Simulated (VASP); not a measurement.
Crystal: FeO.

```
CELL_PARAMETERS angstrom
0.00000 2.15540 2.15540
2.15540 0.00000 2.15540
2.15540 2.15540 0.00000
ATOMIC_POSITIONS crystal
Fe 0.00000 0.00000 0.00000
O 0.50000 0.50000 0.50000
```

Base run:

- Program: VASP 6.6.1
- Functional: PBE
- Potentials or basis: VASP PAW PBE potentials, release 64 (Fe, O)
- Cutoff: 520 eV
- k mesh: 8 × 8 × 8
- Occupations: gaussian, width 0.05 eV
- Spin: collinear spin, ferromagnetic start
- Starting moments: [3.0, 0.0] μB
- Hubbard terms: Fe d U = 8 eV

Its results: pressure -3.0 GPa; site moments Fe +4.01; O +0.12 μB.

Task: The run is repeated on the same cell with these changes: hubbard terms from Fe d U = 8 eV to Fe d U = 5 eV; fixed moment from none to 4 μB. What comes out?

Result: Pressure -0.7 GPa; site moments Fe +3.86; O +0.18 μB.

Caveats: a cell with one magnetic atom can't hold antiferromagnetic order, which such compounds often take; the total moment is fixed, so each spin has its own Fermi level (some runs).
